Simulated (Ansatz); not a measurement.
GaAs:

```
Ga As
1.0
     0.00000    2.69589    2.69589
     2.69589    0.00000    2.69589
     2.69589    2.69589    0.00000
Ga As
1 1
Cartesian
  0.0000 0.0000 0.0000
  2.6959 2.6959 2.6959
```

The cell was built by a generator and needn't be a form met in nature.

* Program: Ansatz 0.2.0
* Task: relaxation of cell and atoms
* Functional: PBE0
* Potentials or basis: Ansatz PAW
* Cutoff: 420 eV (not typed: the program's choice for these potentials)
* k mesh: 5 × 5 × 5
* Occupations: fermi-dirac, width 0.05 eV
* Spin: no spin polarisation

At the start: volume 19.59 Å³/atom.

Task: How do energy, volume and symmetry change on relaxing?

Result: It ends after 5 steps and the volume is 18.84 Å³/atom (-3.8 %); space group Fm-3m (No. 225, to 0.05 Å).

The path:
| step | energy change (eV) | largest force (eV/Å) | volume (Å³) |
| --- | --- | --- | --- |
| 1 | 0.0000 | 0.0000 | 39.19 |
| 2 | -0.0143 | 0.0000 | 37.21 |
| 3 | -0.0157 | 0.0000 | 37.72 |
| 4 | -0.0157 | 0.0000 | 37.69 |
| 5 | -0.0150 | 0.0000 | 37.69 |

Final structure:
```xyz
2
Lattice="0.0000 2.6611 2.6611 2.6611 0.0000 2.6611 2.6611 2.6611 0.0000" Properties=species:S:1:pos:R:3 pbc="T T T"
Ga    0.0000    0.0000    0.0000
As    2.6611    2.6611    2.6611
```

Caveat: the k mesh is coarse (spacing up to 0.40 Å⁻¹), so the values aren't converged, least of all with exact exchange; the plane-wave basis is chosen anew once the cell has moved, so the energies of steps on either side of that aren't comparable; the PAW data sets come from PBE, with cores solved anew for the run's functional, which leaves a small shift of forces and pressure.
